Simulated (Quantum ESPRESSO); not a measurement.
**GaN under changes of volume**

One of the cells (11.310 Å³/atom); the others are scaled copies at fixed shape and fractional positions:

```
Ga N
1.0
     3.18000    0.00000    0.00000
    -1.59000    2.75396    0.00000
     0.00000    0.00000    5.16600
Ga N
2 2
Direct
  0.66667 0.33333 0.50000
  0.33333 0.66667 0.00000
  0.66667 0.33333 0.87500
  0.33333 0.66667 0.37500
```

```yaml
Program: Quantum ESPRESSO 7.5
Functional: PBEsol
Potentials_or_basis: PseudoDojo 0.4.1 SR PBEsol standard
Cutoff: 1143 eV
Density_cutoff: 4572 eV
k_mesh: 10 × 10 × 5
Occupations: fermi-dirac, width 0.05 eV
Spin: no spin polarisation
```

```tsv
volume (Å³/atom)	energy over the lowest point (meV/atom)	pressure (GPa)	gap on the mesh (eV)	largest force (eV/Å)
10.632	32.67	14.9	2.37	0.150
10.858	15.24	9.9	2.22	0.144
11.084	4.57	5.3	2.09	0.138
11.310	0.00	1.2	1.95	0.133
11.537	0.90	-2.4	1.82	0.127
11.763	6.71	-5.7	1.68	0.122
11.989	?	?	?	?
```

Question: What does the run at 11.989 Å³/atom give?

Answer: Energy over the lowest point 16.94 meV/atom; pressure -8.7 GPa; gap on the mesh 1.56 eV; largest force 0.117 eV/Å.

Worked out: A Birch-Murnaghan fit of order 3 (a polynomial in V^(-2/3)) to the other rows has its minimum at 11.38 Å³/atom with B0 = V·E''(V) = 188 GPa and B' = 4.4 at fixed shape and positions, which overstates the stiffness. It gives 16.93 meV/atom at 11.989 Å³/atom, against the run's 16.94, and -dE/dV = -8.7 GPa, against -8.7. A straight line through the other rows of the gap, of slope -6.77 eV per unit of ln V (its deformation potential), extrapolates to 1.56 eV, against the run's 1.56.

Energies are extrapolated to zero smearing.

Spin-orbit coupling on Ga is left out.
